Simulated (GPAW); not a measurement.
# Te2Pt (Moncheite) in GPAW: convergence with bands over the usual count

Input of the first run (bands over the usual count 0.72); the others differ in this setting and in those tied to it:

run.py

```python
from ase.dft.bandgap import bandgap
from ase.io import read, write
from ase.units import GPa
from gpaw import GPAW, PW

atoms = read('POSCAR')

calc = GPAW(mode=PW(600),
            xc='RPBE',
            kpts={'size': (6, 6, 4), 'gamma': True},
            occupations={'name': 'fermi-dirac', 'width': 0.05},
            nbands=19,
            convergence={'density': 1e-05, 'energy': 1e-05},
            maxiter=100,
            txt='gpaw.txt')
atoms.calc = calc
energy = atoms.get_potential_energy()
forces = atoms.get_forces()
stress = atoms.get_stress()
calc.write('gs.gpw')
write('result.traj', atoms)
print(f'Energy: {energy:.6f} eV')
print('Forces (eV/A):')
print(forces.round(4))
print('Stress (GPa):', (stress / GPa).round(3))
print('Fermi level:', round(calc.get_fermi_level(), 4), 'eV')
print(f'Gap: {bandgap(calc)[0]:.4f} eV, direct: {bandgap(calc, direct=True)[0]:.4f} eV')
```

POSCAR

```
Te2Pt
1.0
    4.0100000000      0.0000000000      0.0000000000
   -2.0050000000      3.4727618692      0.0000000000
    0.0000000000      0.0000000000      5.2010000000
Pt Te
1 2
Direct
    0.0000000000      0.0000000000      0.0000000000
    0.6666666667      0.3333333333      0.7500000000
    0.3333333333      0.6666666667      0.2500000000
```

Potentials or basis: the program's PAW data sets (release 1.2.1) made for this functional, pw.

Run with:

```sh
$ OMP_NUM_THREADS=1 python run.py
```

Hardware: 1 thread of Arm Neoverse V1 (shared host).

| bands over the usual count | energy less the tightest run, at zero smearing (meV/atom) | SCF cycles | CPU time (s) | peak memory (GiB) |
| --- | --- | --- | --- | --- |
| 0.72 | 0.00 | 11 | 25 | 0.18 |
| 0.8 | 0.00 | 11 | 27 | 0.18 |
| 0.9 | 0.00 | 11 | 30 | 0.18 |
| 1 | 0.00 | 11 | 34 | 0.19 |
| 1.3 | 0.00 | 11 | 42 | 0.19 |
| 1.7 | 0.00 | 11 | 56 | 0.2 |
| 2.5 | 0.00 | 12 | 89 | 0.22 |

Against the tightest run, the energy stays within 1 meV/atom from 0.72 on. The tightest run that finished is the yardstick and may itself not be fully converged.

Caveat, for the tightest run too: forces of over 1 eV/Å show positions far from the minimum, so gaps and moduli don't describe the material at rest. The run has no spin-orbit coupling, so splittings on Pt, Te are missing.
